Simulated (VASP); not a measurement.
Write the native input for VASP 6.6.1 that does the following.

```
Task                   : relaxation of cell and atoms
Functional             : PBE
Dispersion             : D3(BJ)
Potentials or basis    : VASP PAW PBE potentials, release 64 (Ti_sv)
Cutoff                 : 600 eV
k mesh                 : 18 × 18 × 9
Occupations            : methfessel-paxton, width 0.1 eV
Spin                   : no spin polarisation
Further INCAR settings : ALGO = Normal; EDIFF = 1e-06; IBRION = 2; EDIFFG = -0.01; NSW = 90; ISIF = 3
```

The structure of Ti lies in POSCAR:

```
Ti
1.0
    2.9500000000      0.0000000000      0.0000000000
   -1.4750000000      2.5547749412      0.0000000000
    0.0000000000      0.0000000000      4.6800000000
Ti
2
Direct
    0.3333333333      0.6666666667      0.2500000000
    0.6666666667      0.3333333333      0.7500000000
```

One way to write it, as run:

INCAR

```
ALGO = Normal
EDIFF = 1E-6
EDIFFG = -0.01
ENCUT = 600
GGA = PE
IBRION = 2
ISIF = 3
ISMEAR = 1
IVDW = 12
LASPH = True
LCHARG = False
LREAL = False
LWAVE = False
NELM = 80
NSW = 90
PREC = Accurate
SIGMA = 0.1
```

KPOINTS

```
k-points
0
Gamma
  18 18 9
```

Potentials or basis: VASP PAW PBE potentials, release 64 (Ti_sv).

The run is started by

```sh
$ cat potpaw_PBE.64/Ti_sv/POTCAR > POTCAR
$ mpirun -np 1 vasp_std > vasp.out
```

It gave:

```json
{
  "Relaxed volume": "16.46 Å³/atom",
  "Relaxed cell": "a = 2.884 Å, b = 2.884 Å, c = 4.569 Å, α = 90.00°, β = 90.00°, γ = 120.00°",
  "Space group after relaxing (to 0.05 Å)": "P6_3/mmc (No. 194)",
  "Energy gained by relaxing": "28.9 meV/atom",
  "Ionic steps": "3",
  "Pressure after relaxing": "0.0 GPa",
  "Band gap on the k mesh": "none (metal or under the smearing width)",
  "Dispersion energy per atom": "-0.636 eV"
}
```

Caveat: pairwise dispersion overbinds metals, which lowers pressure and volume.

It took 3.7 min on 1 thread of Intel(R) Xeon(R) Platinum 8259CL CPU @ 2.50GHz (Skylake/Cascade Lake) (shared host), peak memory 0.26 GiB.
